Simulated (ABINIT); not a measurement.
Crystal: BN.

```
CELL_PARAMETERS angstrom
2.55394 0.00000 0.00000
-1.27697 2.21178 0.00000
0.00000 0.00000 4.22685
ATOMIC_POSITIONS crystal
N 0.33333 0.66667 0.12528
N 0.66667 0.33333 0.62528
B 0.33333 0.66667 0.49972
B 0.66667 0.33333 0.99972
```

Measurements of this composition are mostly on another form, of space group No. 194.

Base run:

| Quantity | Value |
| --- | --- |
| Program | ABINIT 10.8.3 (patched build) |
| Functional | PBE |
| Potentials or basis | SPMS NC PBE v1.0 |
| Cutoff | 952 eV |
| k mesh | 12 × 12 × 6 |
| Occupations | fermi-dirac, width 0.05 eV |
| Spin | no spin polarisation |

Its results: band gap on the k mesh 5.27 eV, indirect (least direct gap 8.30 eV); pressure -2.1 GPa; largest force 0.017 eV/Å.

Task: After a change of settings the same cell gave: band gap on the k mesh 5.19 eV, indirect (least direct gap 8.22 eV); pressure -0.1 GPa; largest force 0.015 eV/Å. Which change was it?
A. functional from PBE to PBEsol; potentials or basis from SPMS NC PBE v1.0 to JTH PAW PBE v2.0; cutoff from 952 eV to 707 eV
B. functional from PBE to AM05; potentials or basis from SPMS NC PBE v1.0 to JTH PAW PBE v2.0; cutoff from 952 eV to 844 eV
C. functional from PBE to WC; potentials or basis from SPMS NC PBE v1.0 to JTH PAW PBE v2.0; cutoff from 952 eV to 844 eV
D. potentials or basis from SPMS NC PBE v1.0 to JTH PAW PBE v2.0; cutoff from 952 eV to 707 eV

Result: D.

Not every run made on this cell is shown here.
